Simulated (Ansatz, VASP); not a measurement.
**One calculation of Al, two programs**

```
CELL_PARAMETERS angstrom
2.81677 0.00000 0.00000
-1.40838 2.43939 0.00000
0.00000 0.00000 4.75238
ATOMIC_POSITIONS crystal
Al 0.66667 0.33333 0.75000
Al 0.33333 0.66667 0.25000
```

Alike in both runs: functional PBEsol; k mesh 14 × 14 × 7; occupations methfessel-paxton of order 1, width 0.05 eV; no spin polarisation.

Ansatz relaxed the structure, and its values are those at the end. VASP's run is a single point on that final structure, the one shown.

```csv
,VASP,Ansatz
version,VASP 6.6.1,Ansatz 0.2.0
potentials or method,"VASP PAW PBE potentials, release 64 (Al)","plane waves, PAW"
plane-wave cutoff (eV),520,420
valence electrons in the cell,6,6
```

|  | VASP | Ansatz | Ansatz less VASP |
| --- | --- | --- | --- |
| pressure (GPa) | 0.0 | 0.0 | -0.06 |

Caveats: the PAW data sets were made with another functional, which shifts forces and pressure a little (VASP).
